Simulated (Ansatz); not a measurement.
ScAl3:

```
Sc Al
1.0
     4.08781    0.00000    0.00000
     0.00000    4.08781    0.00000
     0.00000    0.00000    4.08781
Sc Al
1 3
Direct
  0.00000 0.00000 0.00000
  0.50000 0.50000 0.00000
  0.00000 0.50000 0.50000
  0.50000 0.00000 0.50000
```

The cell is a database's computed one.

A run of Ansatz 0.2.0 on this cell left the log below. Logs are shortened: lines on timing, memory, paths and dates and some standing lists are left out, and cuts for length are marked.

```text
Warning: RAYON_NUM_THREADS=2 ignored (pool sized by the plan → 2); use --threads N
scf.n_extra_bands = 10 over 10 filled bands (N_el = 20.0): the run solves 20 bands
Engine: ansatz 0.2.0, aarch64-unknown-linux-gnu
Pseudopotentials: kind: paw
Pseudopotential: Sc, paw, valence charge 11, recommended cutoff 500 eV (meta_gga), Sc.paw.azcp
Pseudopotential: Al, paw, valence charge 3, recommended cutoff 500 eV (meta_gga), Al.paw.azcp
Functional definition: r2SCAN
  parameter k0 = 0.174
  parameter k1 = 0.065
  parameter a1 = 4.9479
  exchange = r2scan_x(k0 = k0, k1 = k1, a1 = a1)
  correlation = r2scan_c
Crystal: 4 atoms, lattice volume = 68.308 Å³
Basis set: ecut = 500 eV, 1743 PW (Γ), exchange–correlation on 120×120×120 points (64 copies of the dense FFT grid, shifted against one another)
Bands: 20, of which v1, the nominal top of the filled ones, is band 10 counted from 1 (9 counted from 0)
Symmetry: 48 space group operations
Space group: Pm-3m (ITA 221), of the structure as read, at distance tolerance 4.1e-5 Å
k-points: 20 of 343
Non-local potential: Sc, projectors of the file, l = 0: 3, l = 1: 2, l = 2: 3, l = 3: 1
Non-local potential: Al, projectors of the file, l = 0: 2, l = 1: 2, l = 2: 1
PAW form: soft (Blöchl's): semilocal exchange-correlation on the pseudo side does not see the compensation charge
PAW frozen core: Sc, regenerated for the run's functional (the file was generated under x = pbe(κ = 0.804, μ = 0.2195149727645171), c = pbe(β = 0.06672455060314922))
PAW frozen core: Al, regenerated for the run's functional (the file was generated under x = pbe(κ = 0.804, μ = 0.2195149727645171), c = pbe(β = 0.06672455060314922))
PAW one-centre angular grid: Sc, 590 points (default); XC on 160 Gauss nodes
PAW one-centre angular grid: Al, 302 points (default); XC on 160 Gauss nodes
Initial density: superposition of atomic densities (neutral atoms: chi_scale 0, normalization atom), corrected by the library's trained network
Initial wavefunctions: pseudopotential atomic-orbital guess
Functional: x = r2scan, c = r2scan; τ floored in thin density (d = 2e-4 eV/Å³)
SCF iter   1: F=—  HF=-3763.708124 eV  |F-HF|=—  |Δ(HF+E_count)|=         —  Δρ=6.38e-3  dr2=2.49e-2  dr2_τ=2.19e-2  ethr=1.77e-3  ⟨swp⟩=5.2  Hψ=2146  notcnv=0  defer=4
preconditioner: auto → Kerker (q_TF=auto, 2.223 Å⁻¹)  [metal: Δε(μ)=0.081 eV  Ē_g=8.243 eV  σ=0.050 eV  W_gap=0.35  n_scr=18 (ndim 8)  ℏωp=15.6 eV  f_vac=0.000  D(μ)=1.43/eV (n_scr^D=6)]
SCF iter   2: F=—  HF=-3763.776539 eV  |F-HF|=—  |Δ(HF+E_count)|=   6.84e-2  Δρ=3.11e-3  dr2=6.89e-3  dr2_τ=2.18e-4  ethr=1.25e-4  ⟨swp⟩=2.0  Hψ=878  notcnv=0  defer=62
SCF iter   3: F=—  HF=-3763.775596 eV  |F-HF|=—  |Δ(HF+E_count)|=   9.43e-4  Δρ=1.04e-3  dr2=9.95e-4  dr2_τ=2.77e-5  ethr=3.45e-5  ⟨swp⟩=3.0  Hψ=623  notcnv=0  defer=62
SCF iter   4: F=—  HF=-3763.775425 eV  |F-HF|=—  |Δ(HF+E_count)|=   1.71e-4  Δρ=1.77e-4  dr2=2.60e-5  dr2_τ=5.05e-7  ethr=4.97e-6  ⟨swp⟩=2.0  Hψ=518  notcnv=0  defer=62
SCF iter   5: F=—  HF=-3763.775424 eV  |F-HF|=—  |Δ(HF+E_count)|=   6.15e-7  Δρ=2.72e-5  dr2=4.70e-7  dr2_τ=1.81e-8  ethr=1.30e-7  ⟨swp⟩=2.1  Hψ=448  notcnv=0  defer=62
SCF iter   6: F=-3763.775425 eV  HF=-3763.775425 eV  |F-HF|=5.19e-8  |Δ(HF+E_count)|=   5.00e-7  Δρ=9.18e-6  dr2=8.17e-8  dr2_τ=1.65e-9  ethr=5.00e-10  ⟨swp⟩=8.2  Hψ=2046  notcnv=0
SCF 1 converged in 6 iterations: F = -3763.775425 eV  dr2 = 8.17e-8
  greatest PAW one-centre occupation: 0.998 electrons in one spin orbital (limit 2), on the Sc atom at site 0 (counted from 0), in its partial waves of l = 1
NSCF: frozen V_eff on 86 k-points
SCF converged after 6 iterations
Free energy (F): -3763.775425 eV
Harris-Foulkes:  -3763.775425 eV  (|F-HF|=5.19e-8)
Internal energy: -3763.763636 eV  (E = F + TS)
E sigma→0 (E₀):  -3763.769531 eV
Entropy (-TS):   -0.011789 eV (-2.947 meV/atom)
Fermi energy:    9.188115 eV
--- Per-component energies (eV) ---
  E_band       = -138.636009
  E_kinetic    = 333.919991
  E_local      = -1002.022288  (includes V_loc(G=0)·N_el)
  E_nonlocal   = 111.652338
  E_hartree    = 387.602419
  E_xc         = -212.014147
  E_vxc        = -237.061931  (∫ρ·V_xc dr)
  E_paw        = -2384.331501  (= ΣΔE_a)
  E_vpaw       = -133.132163  (= ΣTr[D̂ρ^β])
  E_aug_tail   = 0.000003  (compensation charges beyond the density's cutoff)
  E_vtau       = 12.811474  (kinetic-family band-sum trace: ∫τ·v_τ [+ j·A + Jᵃ·Aᵃ] dr)
  E_ewald      = -998.151633
  E_core_change = -0.418816  (= ΣΔE_core)
  E_smearing   = -0.011789  (= −TS)
  E_closure    = -0.000000  (closes the sum)
  Σ components = -3763.775425   (vs F -3763.775425, Δ=0.00e0)
--- Forces (eV/Å), atoms counted from 1 ---
  atom   1  Sc    -0.00000000     0.00000000     0.00000000
  atom   2  Al     0.00000000    -0.00000000     0.00000000
  atom   3  Al     0.00000000    -0.00000000     0.00000000
  atom   4  Al     0.00000000    -0.00000000     0.00000000
  max |Σ_I F_I| component: 3.94e-31 eV/Å
--- Stress (GPa, compression-positive) ---
       -0.161944      -0.000000       0.000000
        0.000000      -0.161944       0.000000
       -0.000000       0.000000      -0.161944
  P = ⅓ Tr σ = -0.1619 GPa (-1.619 kbar)
--- Band table (eV; the first three rows and the last of 20) ---
  k-point 0: bands = ["-41.8425", "-19.5618", "-19.5618", "-19.5618", "-1.3460", "6.5756", "6.5756", "7.2759", "7.2759", "7.2759", "10.6189", "10.6927", "10.6927", "10.6927", "14.5578", "14.5578", "14.8912", "14.8912", "14.8912", "17.9550"]
  k-point 1: bands = ["-41.8422", "-19.5684", "-19.5614", "-19.5614", "-1.1478", "5.1637", "6.7250", "7.3087", "7.3087", "8.2159", "10.5672", "10.5672", "10.7558", "11.3674", "13.2021", "14.7943", "14.9677", "14.9677", "15.8108", "16.7309"]
  k-point 2: bands = ["-41.8416", "-19.5832", "-19.5602", "-19.5602", "-0.5665", "3.4075", "7.1356", "7.3795", "7.3795", "9.2148", "10.3648", "10.3648", "10.9074", "11.7051", "12.3572", "14.3242", "14.3242", "15.6797", "15.9701", "16.3135"]
  k-point 19: bands = ["-41.8387", "-19.5862", "-19.5859", "-19.5859", "3.1831", "4.2845", "4.2845", "5.1267", "6.2040", "6.2040", "6.4030", "10.8006", "12.1681", "12.1681", "13.5933", "13.5933", "13.6507", "19.2176", "19.2176", "19.3660"]
```

Task: Write the input and the command behind it.

Result: Band structure with r2SCAN, no spin polarisation. The files as run (others can give the same):

input.yaml
```yaml
crystal:
  lattice:
    - [4.08780657, 0.0, 0.0]
    - [0.0, 4.08780657, 0.0]
    - [0.0, 0.0, 4.08780657]
  atoms:
    - { symbol: Sc, position: [0.0, 0.0, 0.0] }
    - { symbol: Al, position: [0.5, 0.5, 0.0] }
    - { symbol: Al, position: [0.0, 0.5, 0.5] }
    - { symbol: Al, position: [0.5, 0.0, 0.5] }
hamiltonian:
  xc: r2scan
  pseudopotentials: { kind: paw }
kpoints:
  mp_grid: { grid: [7, 7, 7] }
  band_path:
    path:
      - [[0.0, 0.0, 0.0], [0.0, 0.5, 0.0], [0.5, 0.5, 0.0], [0.0, 0.0, 0.0], [0.5, 0.5, 0.5], [0.0, 0.5, 0.0]]
      - [[0.5, 0.5, 0.0], [0.5, 0.5, 0.5]]
    npoints: 14
scf:
  occupations: { method: fermi_dirac, width: 0.05 }
  n_extra_bands: 10
output:
  forces: true
  stress: true
  eigenvalues: true
  fatbands: false
```

Potentials or basis: Ansatz PAW.
Launch:
```bash
$ ansatz run input.yaml --threads 2 --pin off --max-ram 5632MiB --backend cpu --events-out ev --progress --plain --runs-dir out
```

Caveat: the PAW data sets come from PBE, with cores solved anew for the run's functional, which leaves a small shift of forces and pressure.
